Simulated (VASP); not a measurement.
The system is TiAl3.

```
Ti Al
1.0
     2.83968    0.00000    0.00000
     0.00000    4.68126    0.00000
     0.00000    0.00000    4.90074
Ti Al
1 3
Direct
  0.00000 0.50000 0.16592
  0.00000 0.00000 0.83590
  0.50000 0.00000 0.33091
  0.50000 0.50000 0.66727
```

The cell comes from a database or a generator and needn't be the stable form of this composition.

- Program: VASP 6.6.1
- Task: single point
- Functional: PBEsol
- Potentials or basis: VASP PAW PBE potentials, release 64 (Ti_sv, Al)
- Cutoff: 520 eV
- k mesh: 9 × 6 × 6
- Occupations: fermi-dirac, width 0.05 eV
- Spin: no spin polarisation

On this cell: pressure -2.3 GPa; largest force 0.048 eV/Å; band gap on the k mesh none (metal or under the smearing width).

The same run follows on a disturbed copy (atoms moved at random, drawn with an rms of 0.05 Å):

```xyz
4
Lattice="2.8397 0.0000 0.0000 0.0000 4.6813 0.0000 0.0000 0.0000 4.9007" Properties=species:S:1:pos:R:3 pbc="T T T"
Ti   -0.0130    2.3431    0.7849
Al   -0.0111   -0.0189    4.0839
Al    1.3941   -0.0013    1.5883
Al    1.3944    2.3201    3.3092
```

Task: What does the disturbed cell give?

Result: The energy (extrapolated to zero smearing) moves by +4.5 meV/atom; pressure -2.1 GPa; largest force 0.462 eV/Å; band gap on the k mesh none (metal or under the smearing width).

Forces on the atoms (eV/Å):
```
Ti  -0.063 -0.049  0.329
Al  -0.028  0.034 -0.047
Al   0.044 -0.006  0.177
Al   0.047  0.020 -0.459
```

Stress tensor (GPa, compression positive):
```
-3.88  0.00 -0.02
 0.00 -1.16 -0.07
-0.02 -0.07 -1.31
```

Caveats: the PAW data sets were made with another functional, which shifts forces and pressure a little.
